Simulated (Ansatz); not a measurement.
A 12-atom cell of SiO2 (Fddd) from a materials database was relaxed with 3 functionals in Ansatz, cell and atoms free, the symmetry of the start kept (meshes: PBE 6×6×6, r2SCAN 6×6×6, PBEsol 6×6×6). No spin polarisation and no zero-point or thermal motion.

The PBE result:
```cif
data_structure
_symmetry_space_group_name_H-M 'P 1'
_symmetry_Int_Tables_number 1
_cell_length_a 8.8225
_cell_length_b 7.7994
_cell_length_c 5.3224
_cell_angle_alpha 82.162
_cell_angle_beta 61.137
_cell_angle_gamma 36.701
_cell_volume 168.28
loop_
_atom_site_label
_atom_site_type_symbol
_atom_site_fract_x
_atom_site_fract_y
_atom_site_fract_z
_atom_site_occupancy
Si1 Si 0.56316 0.56316 0.93684 1
Si2 Si 0.31316 0.31316 0.68684 1
Si3 Si 0.68684 0.68684 0.31316 1
Si4 Si 0.93684 0.93684 0.56316 1
O1 O 0.62500 0.12500 0.62500 1
O2 O 0.62500 0.62500 0.12500 1
O3 O 0.62500 0.62500 0.62500 1
O4 O 0.12500 0.62500 0.62500 1
O5 O 0.18621 0.81379 0.18621 1
O6 O 0.81379 0.18621 0.81379 1
O7 O 0.43621 0.06379 0.43621 1
O8 O 0.06379 0.43621 0.06379 1
```

The symmetry is Fddd (No. 70, orthorhombic); a = 4.759 Å, b = 9.522 Å, c = 14.855 Å in the conventional setting, 14.02 Å³ an atom. Si has 4 O at 1.62–1.63 Å; O has 2 Si at 1.62 Å; O has 2 Si at 1.63 Å.

Problem. Order the functionals by the relaxed volume, smallest first.
A. r2SCAN
B. PBEsol
C. PBE

Solution. A (13.65 Å³/atom), B (13.81 Å³/atom), C (14.02 Å³/atom).

Problem. What lattice does r2SCAN give?

Solution. a = 4.714 Å, b = 9.433 Å, c = 14.731 Å; the volume differs by -2.7 % from PBE's. Si has 4 O at 1.60–1.62 Å; O has 2 Si at 1.60 Å; O has 2 Si at 1.62 Å.

Problem. How does the cell change with PBEsol?

Solution. a = 4.731 Å, b = 9.479 Å, c = 14.780 Å; the volume differs by -1.5 % from PBE's. Si is surrounded by 4 O at 1.61–1.63 Å; O is surrounded by 2 Si at 1.61 Å; O is surrounded by 2 Si at 1.63 Å.

Problem. Held at the r2SCAN cell, what mean stress does PBE find, and does its sign point to its own minimum?

Solution. Yes. PBE +4.93 GPa, and its relaxed volume is +2.8 % from r2SCAN's. Compression counts positive, so a positive stress asks for a larger cell.
